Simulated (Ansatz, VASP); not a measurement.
# Al: VASP beside Ansatz

```
CELL_PARAMETERS angstrom
2.72176 0.00000 0.00000
0.00000 2.72176 0.00000
0.00000 0.00000 2.72176
ATOMIC_POSITIONS crystal
Al 0.00000 0.00000 0.00000
```

The cell was built by a generator and needn't be a form met in nature.

Alike in both runs: task single point; functional PBEsol-based global hybrid; k mesh 5 × 5 × 5; occupations fermi-dirac, width 0.05 eV; no spin polarisation.

|  | VASP | Ansatz |
| --- | --- | --- |
| version | VASP 6.6.1 | Ansatz 0.2.0 |
| potentials or method | VASP PAW PBE potentials, release 64 (Al) | Ansatz PAW |
| plane-wave cutoff (eV) | 520 | 420 |
| valence electrons in the cell | 3 | 3 |

VASP gave:

* gap on the k mesh at the Fermi level (eV): none
* pressure (GPa): -1.9

**Question.** Which values does Ansatz return?

**Answer.** gap on the k mesh at the Fermi level (eV): none; pressure (GPa): -1.8.

A gap of «none» marks a metal or a gap that the smearing closes.

Caveats: the k mesh is coarse (spacing up to 0.46 Å⁻¹), so the values aren't converged (VASP); the PAW data sets were made with another functional, which shifts forces and pressure a little (VASP); the k mesh is coarse (spacing up to 0.46 Å⁻¹), so the values aren't converged, least of all with exact exchange (Ansatz); the PAW data sets come from PBE, with cores solved anew for the run's functional, which leaves a small shift of forces and pressure (Ansatz); the thresholds are loose for stress (Ansatz).
